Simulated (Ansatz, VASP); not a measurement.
# Two plane-wave programs on P

```
P
1.0
    -1.55361    1.55361    1.55361
     1.55361   -1.55361    1.55361
     1.55361    1.55361   -1.55361
P
1
Cartesian
  0.0000 0.0000 0.0000
```

Alike in both runs: task single point; functional RPBE; k mesh 16 × 16 × 16; occupations fermi-dirac, width 0.1 eV; no spin polarisation.

|  | VASP | Ansatz |
| --- | --- | --- |
| version | VASP 6.6.1 | Ansatz 0.2.0 |
| potentials or method | VASP PAW PBE potentials, release 64 (P) | plane waves (420 eV) with PAW, scalar-relativistic |
| plane-wave cutoff (eV) | 520 | 420 |
| valence electrons in the cell | 5 | 5 |

```csv
,VASP,Ansatz,Ansatz less VASP
pressure (GPa),-3.8,-3.3,+0.46
```

With one functional, cell and mesh, what is left measures potentials, basis and numerics.

Caveats: the PAW data sets were made with another functional, which shifts forces and pressure a little (VASP).
